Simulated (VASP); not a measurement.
# SnSe in VASP: single point with PBEsol

Aim: the single point of SnSe with PBEsol.

Everything below comes from runs of VASP 6.6.1. Logs are shortened: lines on timing, memory, paths and dates and some standing lists are left out, and cuts for length are marked.

## Step 1: The structure

The cell holds a slab with vacuum, 4 atoms: a = 4.234 Å, b = 4.234 Å, c = 11.004 Å, α = 90.00°, β = 90.00°, γ = 90.00°.

## Step 2: Single point, PBEsol, non-collinear spin, zero start, spin-orbit coupling

INCAR reads:

```
  PREC = Accurate
  ENCUT = 520
  EDIFF = 1E-6
  ISMEAR = 0
  SIGMA = 0.02
  LREAL = False
  LASPH = True
  NELM = 80
  ALGO = Normal
  ISIF = 2
  LWAVE = False
  LCHARG = False
  MAGMOM = 0 0 0 0 0 0 0 0 0 0 0 0
  LORBIT = 11
  LSORBIT = True
  GGA_COMPAT = False
  GGA = PS
  NBANDS = 54
```

KPOINTS reads:

```
regular mesh
0
Gamma
  6 6 4
```

POSCAR reads:

```
SnSe
1.0
    4.2336300000      0.0000000000      0.0000000000
    0.0000000000      4.2336300000      0.0000000000
    0.0000000000      0.0000000000     11.0038100000
Sn Se
2 2
Direct
    0.5000000000      0.0000000000      0.3783800000
    0.0000000000      0.5000000000      0.6216200000
    0.5000000000      0.0000000000      0.6232000000
    0.0000000000      0.5000000000      0.3768000000
```

Potentials or basis: VASP PAW PBE potentials, release 64 (Sn_d, Se).

Launch:

```
cat potpaw_PBE.64/Sn_d/POTCAR potpaw_PBE.64/Se/POTCAR > POTCAR
mpirun -np 1 vasp_ncl > vasp.out
```

OUTCAR:

```text
PREC = Accurate
   ENCUT = 520
   EDIFF = 1E-6
   ISMEAR = 0
   LREAL = False
   LASPH = True
   NELM = 80
   ISIF = 2
   LORBIT = 11
   LSORBIT = True
   GGA = PS

 ion  position               nearest neighbor table
   1  0.500  0.000  0.378-   3 2.69   4 2.99   4 2.99   4 2.99   4 2.99
   2  0.000  0.500  0.622-   4 2.69   3 2.99   3 2.99   3 2.99   3 2.99
   3  0.500  0.000  0.623-   1 2.69   2 2.99   2 2.99   2 2.99   2 2.99
   4  0.000  0.500  0.377-   2 2.69   1 2.99   1 2.99   1 2.99   1 2.99

  LATTYP: Found a simple tetragonal cell.
 ALAT       =     4.2336300000
 C/A-ratio  =     2.5991430522

  Lattice vectors:

 A1 = (   4.2336300000,   0.0000000000,   0.0000000000)
 A2 = (   0.0000000000,   4.2336300000,   0.0000000000)
 A3 = (   0.0000000000,   0.0000000000,  11.0038100000)

Analysis of symmetry for initial positions (statically):
=====================================================================
 Subroutine PRICEL returns:
 Original cell was already a primitive cell.

 Routine SETGRP: Setting up the symmetry group for a
 simple tetragonal supercell.

 Subroutine GETGRP returns: Found 16 space group operations
 (whereof  8 operations were pure point group operations)
 out of a pool of 16 trial point group operations.

The static configuration has the point symmetry D_2d.
 The point group associated with its full space group is D_4h.

Analysis of symmetry for dynamics (positions and initial velocities):
=====================================================================
 Subroutine PRICEL returns:
 Original cell was already a primitive cell.

 Routine SETGRP: Setting up the symmetry group for a
 simple tetragonal supercell.

 Subroutine GETGRP returns: Found 16 space group operations
 (whereof  8 operations were pure point group operations)
 out of a pool of 16 trial point group operations.

The dynamic configuration has the point symmetry D_2d.
 The point group associated with its full space group is D_4h.

Analysis of structural, dynamic, and magnetic symmetry:
=====================================================================
 Subroutine PRICEL returns:
 Original cell was already a primitive cell.

 Routine SETGRP: Setting up the symmetry group for a
 simple tetragonal supercell.

 Subroutine GETGRP returns: Found 16 space group operations
 (whereof  8 operations were pure point group operations)
 out of a pool of 16 trial point group operations.

The overall configuration has the point symmetry D_2d.
 The point group associated with its full space group is D_4h.

 Subroutine INISYM returns: Found 16 space group operations
 (whereof  8 operations are pure point group operations),
 and found     1 'primitive' translations

----------------------------------------------------------------------------------------

                                     Primitive cell

  volume of cell :     197.2281

  direct lattice vectors                    reciprocal lattice vectors
     4.233630000  0.000000000  0.000000000     0.236203920  0.000000000  0.000000000
     0.000000000  4.233630000  0.000000000     0.000000000  0.236203920  0.000000000
     0.000000000  0.000000000 11.003810000     0.000000000  0.000000000  0.090877614

  length of vectors
     4.233630000  4.233630000 11.003810000     0.236203920  0.236203920  0.090877614

  position of ions in fractional coordinates (direct lattice)
     0.500000000  0.000000000  0.378380000
     0.000000000  0.500000000  0.621620000
     0.500000000  0.000000000  0.623200000
     0.000000000  0.500000000  0.376800000

  ion indices of the primitive-cell ions
   primitive index   ion index
                 1           1
                 2           2
[... 93 lines left out ...]
     AMIX     =   0.40;   BMIX     =  1.00
     AMIX_MAG =   1.60;   BMIX_MAG =  1.00
  volume/ion in A,a.u.               =      49.31       332.74
  Fermi-wavevector in a.u.,A,eV,Ry     =   0.961845  1.817624 12.587379  0.925146
  Thomas-Fermi vector in A             =   2.091253
   LORBIT       =     11    0 simple, 1 ext, 2 COOP (PROOUT), +10 PAW based schemes
   GGA     = PS    functional components
   LHFCALC =     F    Hartree Fock is set to
   AEXX    =    0.0000 exact exchange contribution
   IVDW    =     0    specifies the selected vdW correction
   LEPSILON=     F    determine dielectric tensor
   LRPA    =     F    only Hartree local field effects (RPA)
 Gauss-broadening in eV      SIGMA  =   0.02
  energy-cutoff  :      520.00
  volume of cell :      197.23
 maximum number of plane-waves:     10680
 NGX is ok and might be reduce to    32
   NGX = 15   NGY = 15   NGZ = 41

 number of electron      40.0000009 magnetization      -0.0000000     -0.0000000     -0.0000000

 number of electron      40.0000009 magnetization       0.0000000      0.0000000      0.0000000

 number of electron      40.0000009 magnetization       0.0000000     -0.0000000      0.0000000

 number of electron      40.0000009 magnetization      -0.0000000     -0.0000000      0.0000000

 Free energy of the ion-electron system (eV)
  ---------------------------------------------------
  ext. energy  EPLUGINS =         0.00000000
  ---------------------------------------------------
  free energy    TOTEN  =       -17.72747345 eV

  energy without entropy =      -17.72747345  energy(sigma->0) =      -17.72747345

 E-fermi :   0.8738     XC(G=0):  -6.1438

 val. band max:        0.7559350989   @ k =   0.3333   0.0000   0.5000
 cond. band min:       2.1814266905   @ k =   0.5000   0.0000   0.0000
 fundamental gap:      1.4254915916
 Fermi energy:         0.8737775772

 k-point     1 :       0.0000    0.0000    0.0000
  band No.  band energies     occupation
      1     -20.8870      1.00000
      2     -20.8870      1.00000
      3     -20.8830      1.00000
      4     -20.8830      1.00000
      5     -20.8743      1.00000
      6     -20.8743      1.00000
[... 1309 lines left out ...]
     51       3.6108      0.00000
     52       3.6108      0.00000

 [... further k-points ...]

 [bands above 52 left out]

------------------------ aborting loop because EDIFF is reached ----------------------------------------

  FORCE on cell =-STRESS in cart. coord.  units (eV):
  Direction    XX          YY          ZZ          XY          YZ          ZX
  --------------------------------------------------------------------------------------
  -------------------------------------------------------------------------------------
  Total       -0.0174222     -0.0174222     -0.0288046      0.0000000      0.0000000      0.0000000
  in kB       -0.1415289     -0.1415289     -0.2339935      0.0000000      0.0000000      0.0000000
  external PRESSURE =      -0.1723505 kB  Pullay stress =       0.0000000 kB

 VOLUME and BASIS-vectors are now :
 -----------------------------------------------------------------------------
  energy-cutoff  :      520.00
  volume of cell :      197.23
      direct lattice vectors                 reciprocal lattice vectors
     4.233630000  0.000000000  0.000000000     0.236203920  0.000000000  0.000000000
     0.000000000  4.233630000  0.000000000     0.000000000  0.236203920  0.000000000
     0.000000000  0.000000000 11.003810000     0.000000000  0.000000000  0.090877614

 POSITION                                       TOTAL-FORCE (eV/Angst)
 -----------------------------------------------------------------------------------
      2.11681      0.00000      4.16362        -0.000000      0.000000      0.002851
      0.00000      2.11681      6.84019         0.000000      0.000000     -0.002851
      2.11681      0.00000      6.85757         0.000000      0.000000      0.002755
      0.00000      2.11681      4.14624        -0.000000      0.000000     -0.002755
 -----------------------------------------------------------------------------------
    total drift:                                0.000000      0.000000      0.000000

  FREE ENERGIE OF THE ION-ELECTRON SYSTEM (eV)
  ---------------------------------------------------
  free  energy   TOTEN  =       -17.7274734549 eV

  energy  without entropy=      -17.7274734549  energy(sigma->0) =      -17.72747345

 Spin-Orbit-Coupling matrix elements

 Ion:    1  E_soc:     -0.0884857
 l=   1
     0.0000000    -0.0087470    -0.0082571
    -0.0087470     0.0000000    -0.0087470
    -0.0082571    -0.0087470     0.0000000
 l=   2
     0.0000000    -0.0012333     0.0000000    -0.0012333    -0.0049370
    -0.0012333     0.0000000    -0.0037000    -0.0012292    -0.0012295
     0.0000000    -0.0037000     0.0000000    -0.0037000     0.0000000
    -0.0012333    -0.0012292    -0.0037000     0.0000000    -0.0012295
    -0.0049370    -0.0012295     0.0000000    -0.0012295     0.0000000
 l=   3
     0.0000000     0.0000000     0.0000000     0.0000000     0.0000000     0.0000000     0.0000000
     0.0000000     0.0000000     0.0000000     0.0000000     0.0000000     0.0000000     0.0000000
     0.0000000     0.0000000     0.0000000     0.0000000     0.0000000     0.0000000     0.0000000
     0.0000000     0.0000000     0.0000000     0.0000000     0.0000000     0.0000000     0.0000000
[... 49 lines left out ...]
 l=   2
     0.0000000     0.0000018     0.0000000     0.0000018     0.0000088
     0.0000018     0.0000000     0.0000062    -0.0000013    -0.0000011
     0.0000000     0.0000062     0.0000000     0.0000062     0.0000000
     0.0000018    -0.0000013     0.0000062     0.0000000    -0.0000011
     0.0000088    -0.0000011     0.0000000    -0.0000011     0.0000000
 l=   3
     0.0000000     0.0000000     0.0000000     0.0000000     0.0000000     0.0000000     0.0000000
     0.0000000     0.0000000     0.0000000     0.0000000     0.0000000     0.0000000     0.0000000
     0.0000000     0.0000000     0.0000000     0.0000000     0.0000000     0.0000000     0.0000000
     0.0000000     0.0000000     0.0000000     0.0000000     0.0000000     0.0000000     0.0000000
     0.0000000     0.0000000     0.0000000     0.0000000     0.0000000     0.0000000     0.0000000
     0.0000000     0.0000000     0.0000000     0.0000000     0.0000000     0.0000000     0.0000000
     0.0000000     0.0000000     0.0000000     0.0000000     0.0000000     0.0000000     0.0000000

 total charge

# of ion       s       p       d       tot
------------------------------------------
    1        1.361   0.735   9.995  12.091
    2        1.361   0.735   9.995  12.091
    3        1.478   2.306   0.026   3.810
    4        1.478   2.306   0.026   3.810
--------------------------------------------------
tot          5.678   6.083  20.042  31.802

 magnetization (x)

# of ion       s       p       d       tot
------------------------------------------
    1       -0.000  -0.000  -0.000  -0.000
    2       -0.000  -0.000   0.000  -0.000
    3        0.000   0.000  -0.000  -0.000
    4        0.000   0.000   0.000   0.000
--------------------------------------------------
tot         -0.000  -0.000  -0.000  -0.000

 magnetization (y)

# of ion       s       p       d       tot
------------------------------------------
    1        0.000   0.000   0.000   0.000
    2        0.000   0.000   0.000   0.000
    3        0.000  -0.000   0.000  -0.000
    4        0.000   0.000   0.000   0.000
--------------------------------------------------
tot          0.000  -0.000   0.000   0.000

 magnetization (z)

# of ion       s       p       d       tot
------------------------------------------
    1        0.000   0.000   0.000   0.000
    2        0.000   0.000   0.000   0.000
    3        0.000   0.000   0.000   0.000
    4        0.000   0.000   0.000   0.000
--------------------------------------------------
tot          0.000   0.000   0.000   0.000
```

Wall time 6.4 min (1 thread of AMD EPYC 9R45 (Zen 5), shared host); peak memory 0.82 GiB.

What came out:

| Quantity | Value |
| --- | --- |
| Free energy | -17.7275 eV |
| Net moment | 0.00 μB per cell |
| Valence electrons inside the program's atomic spheres | Sn 12.09; Se 3.81 |

Forces in eV/Å, atoms in the order of the input:
```
Sn   0.000  0.000  0.003
Sn   0.000  0.000 -0.003
Se   0.000  0.000  0.003
Se   0.000  0.000 -0.003
```

Moments on the atoms (μB; x, y, z):
```
Sn  0.00 0.00 0.00
Sn  0.00 0.00 0.00
Se  0.00 0.00 0.00
Se  0.00 0.00 0.00
```

Caveat: the PAW data sets were made with another functional, which shifts forces and pressure a little.
